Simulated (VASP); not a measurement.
# BeTe (F-43m) in VASP: band structure with PBE

Aim: the band structure of BeTe with PBE.

Everything below comes from runs of VASP 6.6.1. Logs are shortened: lines on timing, memory, paths and dates and some standing lists are left out, and cuts for length are marked.

**1. The crystal as given**

It takes space group F-43m (No. 216, cubic). Conventional cell: a = 5.668 Å, b = 5.668 Å, c = 5.668 Å, α = 90.00°, β = 90.00°, γ = 90.00°. Be (site symmetry -43m) has 4 Te at 2.45 Å as nearest neighbours. Te (site symmetry -43m) is surrounded by 4 Be at 2.45 Å.

The cell was built by a generator and needn't be a form met in nature.

**2. Band structure, PBE**

INCAR reads:

```
ALGO = Fast
EDIFF = 1E-7
ENCUT = 700
GGA = PE
ISIF = 2
ISMEAR = 0
LASPH = T
LCHARG = F
LREAL = F
LWAVE = F
NBANDS = 11
NELM = 60
PREC = Accurate
SIGMA = 0.02
```

KPOINTS reads:

```
k-points
0
Gamma
  10 10 10
```

POSCAR reads:

```
BeTe                                    
1.0
    0.0000000000      2.8340512169      2.8340512169
    2.8340512169      0.0000000000      2.8340512169
    2.8340512169      2.8340512169     -0.0000000000
  Be              Te            
     1     1
Direct
     0.0000000000000000    0.0000000000000000    0.0000000000000000
     0.2500000000000000    0.2500000000000000    0.2500000000000000
```

KPOINTS_OPT reads:

```
path GXWKGLUWLK,UX
10
line-mode
reciprocal
 0.0000000000  0.0000000000  0.0000000000  G
 0.5000000000  0.0000000000  0.5000000000  X

 0.5000000000  0.0000000000  0.5000000000  X
 0.5000000000  0.2500000000  0.7500000000  W

 0.5000000000  0.2500000000  0.7500000000  W
 0.3750000000  0.3750000000  0.7500000000  K

 0.3750000000  0.3750000000  0.7500000000  K
 0.0000000000  0.0000000000  0.0000000000  G

 0.0000000000  0.0000000000  0.0000000000  G
 0.5000000000  0.5000000000  0.5000000000  L

 0.5000000000  0.5000000000  0.5000000000  L
 0.6250000000  0.2500000000  0.6250000000  U

 0.6250000000  0.2500000000  0.6250000000  U
 0.5000000000  0.2500000000  0.7500000000  W

 0.5000000000  0.2500000000  0.7500000000  W
 0.5000000000  0.5000000000  0.5000000000  L

 0.5000000000  0.5000000000  0.5000000000  L
 0.3750000000  0.3750000000  0.7500000000  K

 0.6250000000  0.2500000000  0.6250000000  U
 0.5000000000  0.0000000000  0.5000000000  X
```

Potentials or basis: VASP PAW PBE potentials, release 64 (Be, Te).

Run with:

```console
> cat potpaw_PBE.64/Be/POTCAR potpaw_PBE.64/Te/POTCAR > POTCAR
> mpirun -np 1 vasp_std > vasp.out
```

OUTCAR:

```text
EDIFF = 1E-7
   ENCUT = 700
   GGA = PE
   ISIF = 2
   ISMEAR = 0
   LASPH = T
   LREAL = F
   NELM = 60
   PREC = Accurate

 ion  position               nearest neighbor table
   1  0.000  0.000  0.000-   2 2.45   2 2.45   2 2.45   2 2.45
   2  0.250  0.250  0.250-   1 2.45   1 2.45   1 2.45   1 2.45

  LATTYP: Found a face centered cubic cell.
 ALAT       =     5.6681024338

  Lattice vectors:

 A1 = (   0.0000000000,   2.8340512169,   2.8340512169)
 A2 = (   2.8340512169,   0.0000000000,   2.8340512169)
 A3 = (   2.8340512169,   2.8340512169,   0.0000000000)

Analysis of symmetry for initial positions (statically):
=====================================================================
 Subroutine PRICEL returns:
 Original cell was already a primitive cell.

 Routine SETGRP: Setting up the symmetry group for a
 face centered cubic supercell.

 Subroutine GETGRP returns: Found 24 space group operations
 (whereof 24 operations were pure point group operations)
 out of a pool of 48 trial point group operations.

The static configuration has the point symmetry T_d .

Analysis of symmetry for dynamics (positions and initial velocities):
=====================================================================
 Subroutine PRICEL returns:
 Original cell was already a primitive cell.

 Routine SETGRP: Setting up the symmetry group for a
 face centered cubic supercell.

 Subroutine GETGRP returns: Found 24 space group operations
 (whereof 24 operations were pure point group operations)
 out of a pool of 48 trial point group operations.

The dynamic configuration has the point symmetry T_d .

 Subroutine INISYM returns: Found 24 space group operations
 (whereof 24 operations are pure point group operations),
 and found     1 'primitive' translations

----------------------------------------------------------------------------------------

                                     Primitive cell

  volume of cell :      45.5253

  direct lattice vectors                    reciprocal lattice vectors
     0.000000000  2.834051217  2.834051217    -0.176425887  0.176425887  0.176425887
     2.834051217  0.000000000  2.834051217     0.176425887 -0.176425887  0.176425887
     2.834051217  2.834051217  0.000000000     0.176425887  0.176425887 -0.176425887

  length of vectors
     4.007953667  4.007953667  4.007953667     0.305578600  0.305578600  0.305578600

  position of ions in fractional coordinates (direct lattice)
     0.000000000  0.000000000  0.000000000
     0.250000000  0.250000000  0.250000000
[... 81 lines left out ...]
   IBRION =     -1    ionic relax: 0-MD 1-quasi-New 2-CG
   NFREE  =      0    steps in history (QN), initial steepest desc. (CG)
   ISIF   =      2    stress and relaxation
   ISYM   =      2    0-nonsym 1-usesym 2-fastsym
   POTIM  = 0.5000    time-step for ionic-motion
   TEBEG  =    0.0;   TEEND  =   0.0 temperature during run
   PSTRESS=    0.0 pullay stress
   NELECT =       8.0000    total number of electrons
   NUPDOWN=      -1.0000    fix difference up-down
   EMIN   =  10.00;   EMAX   =-10.00  energy-range for DOS
   EFERMI =   0.00;   METHOD = LEGACY
   ISMEAR =     0;   SIGMA  =   0.02  broadening in eV -4-tet -1-fermi 0-gaus
   EFERMI_NEDOS =   21; number of points for ismear=-14 and -15
   IALGO  =     68    algorithm
   IMIX   =      4    mixing-type and parameters
     AMIX     =   0.40;   BMIX     =  1.00
     AMIX_MAG =   1.60;   BMIX_MAG =  1.00
  volume/ion in A,a.u.               =      22.76       153.61
  Fermi-wavevector in a.u.,A,eV,Ry     =   0.916967  1.732817 11.440171  0.840829
  Thomas-Fermi vector in A             =   2.041883
   LORBIT       =      0    0 simple, 1 ext, 2 COOP (PROOUT), +10 PAW based schemes
   GGA     = PE    functional components
   LHFCALC =     F    Hartree Fock is set to
   AEXX    =    0.0000 exact exchange contribution
   IVDW    =     0    specifies the selected vdW correction
   LEPSILON=     F    determine dielectric tensor
   LRPA    =     F    only Hartree local field effects (RPA)
 non-spin polarized calculation
 RMM-DIIS sequential band-by-band and
 Gauss-broadening in eV      SIGMA  =   0.02
  energy-cutoff  :      700.00
  volume of cell :       45.53
 maximum number of plane-waves:      1936
   NGX = 17   NGY = 17   NGZ = 17

 number of electron       8.0000000 magnetization

 Free energy of the ion-electron system (eV)
  ---------------------------------------------------
  ext. energy  EPLUGINS =         0.00000000
  ---------------------------------------------------
  free energy    TOTEN  =        -7.62520274 eV

  energy without entropy =       -7.62520274  energy(sigma->0) =       -7.62520274

 E-fermi :   5.0026     XC(G=0):  -8.9801

 val. band max:        4.8832138045   @ k =   0.0000   0.0000   0.0000
 cond. band min:       6.9033845712   @ k =   0.5000   0.5000   0.0000
 fundamental gap:      2.0201707667
 Fermi energy:         5.0026312834

 k-point     1 :       0.0000    0.0000    0.0000
  band No.  band energies     occupation
      1      -7.2889      2.00000
      2       4.8832      2.00000
      3       4.8832      2.00000
      4       4.8832      2.00000
      5       8.5087      0.00000
      6       8.5087      0.00000
      7       8.5087      0.00000
      8       8.5655      0.00000
      9      13.1711      0.00000
     10      15.0880      0.00000
     11      15.0880      0.00000
[... 309 lines left out ...]
 k-point    24 :       0.4000    0.3000    0.0000
  band No.  band energies     occupation
      1      -5.9865      2.00000
      2       0.6978      2.00000
      3       2.4548      2.00000
      4       2.7186      2.00000
      5       7.4090      0.00000
      6       8.5826      0.00000
      7      12.3496      0.00000
      8      12.5511      0.00000
      9      15.4219      0.00000
     10      16.6617      0.00000
     11      17.0598      0.00000

 [... further k-points ...]
[... 5 lines left out ...]
  --------------------------------------------------------------------------------------
  -------------------------------------------------------------------------------------
  Total        0.0018438      0.0018438      0.0018438     -0.0000000     -0.0000000      0.0000000
  in kB        0.0648889      0.0648889      0.0648889     -0.0000000     -0.0000000      0.0000000
  external PRESSURE =       0.0648889 kB  Pullay stress =       0.0000000 kB

 VOLUME and BASIS-vectors are now :
 -----------------------------------------------------------------------------
  energy-cutoff  :      700.00
  volume of cell :       45.53
      direct lattice vectors                 reciprocal lattice vectors
     0.000000000  2.834051217  2.834051217    -0.176425887  0.176425887  0.176425887
     2.834051217  0.000000000  2.834051217     0.176425887 -0.176425887  0.176425887
     2.834051217  2.834051217  0.000000000     0.176425887  0.176425887 -0.176425887

 POSITION                                       TOTAL-FORCE (eV/Angst)
 -----------------------------------------------------------------------------------
      0.00000      0.00000      0.00000         0.000000      0.000000     -0.000000
      1.41703      1.41703      1.41703        -0.000000     -0.000000      0.000000
 -----------------------------------------------------------------------------------
    total drift:                                0.000000      0.000000      0.000000

  FREE ENERGIE OF THE ION-ELECTRON SYSTEM (eV)
  ---------------------------------------------------
  free  energy   TOTEN  =        -7.6252027427 eV

  energy  without entropy=       -7.6252027427  energy(sigma->0) =       -7.62520274
```

OSZICAR:

```text
N       E                     dE             d eps       ncg     rms          rms(c)
DAV:   1     0.241515316930E+02    0.24152E+02   -0.39066E+03  1034   0.747E+02
DAV:   2    -0.622308102006E+01   -0.30375E+02   -0.28900E+02  1307   0.102E+02
DAV:   3    -0.772874371977E+01   -0.15057E+01   -0.15015E+01  1399   0.248E+01
[... 29 lines left out ...]
DAV:   8    -0.661688533431E+02   -0.34541E-06     1147
DAV:   9    -0.661688533571E+02   -0.13949E-07      920
       N       E                     dE             ncg
DAV:   1     0.140861691845E+05   -0.18693E+04      132
DAV:   2     0.139063297331E+05   -0.17984E+03      161
DAV:   3     0.138988097121E+05   -0.75200E+01      240
DAV:   4     0.138987879742E+05   -0.21738E-01      165
DAV:   5     0.138987875593E+05   -0.41488E-03      191
DAV:   6     0.138987875571E+05   -0.22356E-05      175
DAV:   7     0.138987875571E+05   -0.11294E-07      188
```

stdout:

```text
POSCAR found type information on POSCAR BeTe
 POSCAR found :  2 types and       2 ions
 scaLAPACK will be used
 LDA part: xc-table for (Slater+PW92), standard interpolation
 POSCAR, INCAR and KPOINTS ok, starting setup
 FFT: planning ... GRIDC
 FFT: planning ... GRID_SOFT
 FFT: planning ... GRID
 WAVECAR not read
 entering main loop
 Start KPOINTS_OPT (optional k-point list driver)
k-point batch [1-47\100]
k-point batch [48-94\100]
k-point batch [95-100\100]
```

It took 88 s on 1 thread of Intel Xeon Platinum 8375C at 2.90GHz (Ice Lake), shared host; peak memory 0.24 GiB.

Results:

- Free energy: -7.6252 eV
- Pressure: 0.0 GPa
- Band gap on the k mesh: 2.02 eV, indirect (least direct gap 3.63 eV)
- Band gap along the path: 2.02 eV, indirect (least direct gap 3.63 eV)

Levels at the corners of the path, in eV from the valence-band top:
```tsv
point	band 2	band 3	band 4	band 5	band 6	band 7
Γ	0.00	0.00	0.00	3.63	3.63	3.63
X	-5.01	-2.57	-2.57	2.02	2.69	9.58
X	-5.01	-2.57	-2.57	2.02	2.69	9.58
W	-4.50	-3.59	-3.12	5.28	5.51	5.56
W	-4.50	-3.59	-3.12	5.28	5.51	5.56
K	-4.67	-3.77	-2.17	2.73	5.25	7.81
K	-4.67	-3.77	-2.17	2.73	5.25	7.81
Γ	0.00	0.00	0.00	3.63	3.63	3.63
Γ	0.00	0.00	0.00	3.63	3.63	3.63
L	-5.42	-1.10	-1.10	3.03	4.60	4.60
L	-5.42	-1.10	-1.10	3.03	4.60	4.60
U	-4.67	-3.77	-2.17	2.73	5.25	7.81
U	-4.67	-3.77	-2.17	2.73	5.25	7.81
W	-4.50	-3.59	-3.12	5.28	5.51	5.56
W	-4.50	-3.59	-3.12	5.28	5.51	5.56
L	-5.42	-1.10	-1.10	3.03	4.60	4.60
L	-5.42	-1.10	-1.10	3.03	4.60	4.60
K	-4.67	-3.77	-2.17	2.73	5.25	7.81
U	-4.67	-3.77	-2.17	2.73	5.25	7.81
X	-5.01	-2.57	-2.57	2.02	2.69	9.58
```

Caveat: spin-orbit coupling is left out, which moves the levels of the heavy elements. A hybrid or GW would open this gap; PBE tends to underestimate it.
